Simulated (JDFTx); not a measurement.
Runs of JDFTx 1.7.0 (patched build) on PtS2. It takes space group P-3m1 (No. 164, trigonal). Conventional cell: a = 3.543 Å, b = 3.543 Å, c = 5.039 Å, α = 90.00°, β = 90.00°, γ = 120.00°. Around Pt (site symmetry -3m) lie 6 S at 2.34 Å. Around S (site symmetry 3m) lie 3 Pt at 2.34 Å. 

```csv
task,level,potentials or basis,cutoff (eV),max SCF steps,SCF threshold on the energy,solver of the electrons,further solve for the empty bands,band ratio of the Davidson solver,gap on the mesh (eV),pressure (GPa),largest force (eV/Å)
single point,PBE,PseudoDojo-SR-PBE-0.5-standard,1143,100,1e-09 Ha,scf,yes,-,(d),11.4,(b)
single point,revPBE,PseudoDojo-SR-PBE-0.5-standard with smoothed tails,1143,100,1e-09 Ha,scf,yes,-,1.06,13.1,1.26
single point,RPBE,PseudoDojo-SR-PBE-0.5-standard with smoothed tails,1143,100,1e-09 Ha,scf,yes,-,(c),13.8,1.27
single point,PBEsol,PseudoDojo-SR-PBEsol-0.4.1-standard with smoothed tails,1143,100,1e-09 Ha,scf,yes,-,0.95,6.2,(a)
```

Alike in all rows: no spin polarisation; cell as given; k mesh 9 × 9 × 5; smearing fermi-dirac 0.05 eV.

Fill in the values left out.

(a) 0.94; (b) 1.24; (c) 1.08; (d) 1.01.

Caveats: spin-orbit coupling is left out, which moves the levels of the heavy elements; an odd mesh through Γ misses points on the zone boundary, where band edges often lie; the empty levels aren't tightly converged (some runs); the potentials were made for another functional, which shifts forces and pressure (some runs); forces of over 1 eV/Å show positions far from the minimum, so gaps and moduli don't describe the material at rest (some runs).

A k mesh can miss the band edges, and the runs leave out spin-orbit coupling on Pt.

Not every run made on this cell is shown here.
